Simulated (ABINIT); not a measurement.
Input of an ABINIT 10.8.3 (patched build) run:

File run.abi:

```
# Pseudopotentials
pp_dirpath "./"
pseudos "Fe.GGA_PBE-JTH.xml, O.GGA_PBE-JTH.xml"

# Structure
acell 5.7602554485 5.7602554485 5.7602554485
rprim
     0.0000000000     0.7071067812     0.7071067812
     0.7071067812     0.0000000000     0.7071067812
     0.7071067812     0.7071067812     0.0000000000
ntypat 2
znucl 26 8
natom 2
typat 1 2
xred
     0.0000000000     0.0000000000     0.0000000000
     0.5000000000     0.5000000000     0.5000000000

# Plane-wave basis
ecut 23.0
pawecutdg 45.0

# k points
kptopt 1
ngkpt 9 9 9
nshiftk 1
shiftk 0.0 0.0 0.0

# Exchange and correlation
ixc -116133

# Bands and occupations
nband 16
occopt 3
tsmear 0.05 eV

# Spin
nsppol 2
spinat
     0.0000000000     0.0000000000     3.0000000000
     0.0000000000     0.0000000000     0.0000000000

# SCF cycle
nstep 100
tolvrs 1.0e-9

# Output
iomode 3
prtwf 0
prteig 0
prtebands 0
enunit 2
prtden 1
prtvha 1
prtvclmb 1
prtpot 1
```

Potentials or basis: JTH PAW PBE v2.0.

Command:

```console
$ abinit run.abi > log 2>&1
```

(1) Estimate the net moment.

(2) Predict the site moments.

(3) What does it give for the band gap on the k mesh?

Results:

(1) 4.00 μB per cell.

(2) Fe +3.58; O +0.29 μB.

(3) none (metal or under the smearing width).

Caveat: a cell with one magnetic atom can't hold antiferromagnetic order, which such compounds often take; semilocal functionals often make such compounds metallic where correlation or magnetic order opens a gap, which also shifts bond lengths.

The gap isn't set beside the measured one, since this odd mesh misses points on the zone boundary.
